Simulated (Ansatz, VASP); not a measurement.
# Two plane-wave programs on BN

INCAR

```
SYSTEM = BN
PREC     = Accurate       ! precision mode
ENCUT    = 520            ! plane-wave cutoff, eV
EDIFF    = 1E-6           ! SCF threshold, eV
ISMEAR   = 0              ! smearing method
SIGMA    = 0.05           ! smearing width, eV
LREAL    = .FALSE.        ! projectors in reciprocal space
LASPH    = .TRUE.         ! aspherical terms in the spheres
NELM     = 80             ! most SCF steps
ALGO     = Normal         ! electronic algorithm
ISIF     = 2              ! what is computed and relaxed
LWAVE    = .FALSE.        ! write WAVECAR
LCHARG   = .FALSE.        ! write CHGCAR
GGA      = PE             ! functional
IVDW     = 12             ! dispersion correction
NBANDS   = 11             ! bands
```

Contents of KPOINTS:

```
Automatic mesh
0
G
  12 12 12
  0 0 0
```

File POSCAR:

```
BN
1.0
    1.2010769119      0.6934420784      3.2380170272
   -1.2010769119      0.6934420784      3.2380170272
    0.0000000000     -1.3868841568      3.2380170272
B N
1 1
Direct
    0.9996712000      0.9996712000      0.9996712000
    0.3327618000      0.3327618000      0.3327618000
```

Input for Ansatz:

```yaml
crystal:
  lattice:
    - [1.2010769119, 0.6934420784, 3.2380170272]
    - [-1.2010769119, 0.6934420784, 3.2380170272]
    - [0.0, -1.3868841568, 3.2380170272]
  atoms:
    - { symbol: B, position: [0.9996712, 0.9996712, 0.9996712] }
    - { symbol: "N", position: [0.3327618, 0.3327618, 0.3327618] }
basis:
  ecutwfc: 420
kpoints:
  mp_grid: { grid: [12, 12, 12] }
hamiltonian:
  xc: pbe
  dispersion: d3bj
scf:
  occupations: { method: gaussian, width: 0.05 }
output:
  forces: true
  stress: true
  eigenvalues: true
```

Change from the starting cell: strain -0.040 along x and y, -0.040 along z, atoms carried along.

Alike in both runs: task single point; functional PBE; dispersion D3(BJ); k mesh 12 × 12 × 12; occupations gaussian, width 0.05 eV; no spin polarisation.

|  | VASP | Ansatz |
| --- | --- | --- |
| version | VASP 6.6.1 | Ansatz 0.2.0 |
| potentials or method | VASP PAW PBE potentials, release 64 (B, N) | scalar-relativistic, plane waves, PAW |
| plane-wave cutoff (eV) | 520 | 420 |
| valence electrons in the cell | 8 | 8 |

|  | VASP | Ansatz | Ansatz less VASP |
| --- | --- | --- | --- |
| gap on the k mesh at the Fermi level (eV) | 4.42 | 4.43 | +0.010 |
| least direct gap on the mesh (eV) | 5.01 | 5.01 | +0.004 |
| pressure (GPa) | 38.1 | 38.0 | -0.09 |
| largest component of the traceless stress (GPa) | 37.99 | 37.75 | -0.239 |
| rms of the force components (eV/Å) | 0.004 | 0.004 | -0.0001 |

Atom by atom the forces differ by 0.000 eV/Å (rms over components).

Caveats: so large a pressure means that the cell lies far from this level's equilibrium, or that cutoff or potentials fall short (VASP). A k mesh can miss the band edges.
